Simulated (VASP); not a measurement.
Write the native input for VASP 6.6.1 that does the following.

| Quantity | Value |
| --- | --- |
| Task | single point |
| Functional | LDA |
| Potentials or basis | VASP PAW LDA potentials, release 64 (Ce, O) |
| Cutoff | 520 eV |
| k mesh | 9 × 9 × 9 |
| Occupations | gaussian, width 0.05 eV |
| Spin | collinear spin, ferromagnetic start |
| Starting moments | [1.0, 0.0] μB |
| Fixed moment | 2 μB |
| Hubbard terms | Ce f U = 5 eV |
| Further INCAR settings | ALGO = Normal; EDIFF = 1e-06; NBANDS = 20 |

The structure of CeO lies in POSCAR:

```
CeO
1.0
    1.2318552300      0.7112119500      3.9303922000
   -1.2318552300      0.7112119500      3.9303922000
    0.0000000000     -1.4224239000      3.9303922000
Ce O
1 1
Direct
    0.5000000000      0.5000000000      0.5000000000
    0.0000000000      0.0000000000      0.0000000000
```

The cell comes from a database or a generator and needn't be the stable form of this composition.

The input as run:

INCAR

```
SYSTEM = CeO
ALGO = Normal
EDIFF = 1E-6
ENCUT = 520
GGA = CA
ISIF = 2
ISMEAR = 0
ISPIN = 2
LASPH = .True.
LCHARG = .True.
LDAU = .True.
LDAUJ = 0 0
LDAUL = 3 -1
LDAUPRINT = 1
LDAUTYPE = 2
LDAUU = 5 0
LELF = .True.
LMAXMIX = 6
LORBIT = 11
LREAL = .False.
LVHAR = .True.
LWAVE = .False.
MAGMOM = 1 0
NBANDS = 20
NELM = 120
NUPDOWN = 2
PREC = Accurate
SIGMA = 0.05
```

KPOINTS

```
k-points
0
Gamma
  9 9 9
  0 0 0
```

Potentials or basis: VASP PAW LDA potentials, release 64 (Ce, O).

Run with:

```console
$ cat potpaw_LDA.64/Ce/POTCAR potpaw_LDA.64/O/POTCAR > POTCAR
$ mpirun -np 1 vasp_std > vasp.out
```

Results of the run:

- Pressure: 161.1 GPa
- Net moment: 2.00 μB per cell
- Site moments: Ce +1.96; O +0.18 μB
- Valence electrons inside the program's atomic spheres: Ce 11.61; O 5.00

Caveat: the magnetic or orbital state may not be the lowest; a pressure of tens of GPa on the cell as given is suspect, and the run, the potentials or the cell itself is likely at fault; the total moment is fixed, so each spin has its own Fermi level.

It took 3 min on 1 thread of Intel(R) Xeon(R) Platinum 8488C (Sapphire Rapids), with other jobs on the host, peak memory 0.22 GiB.
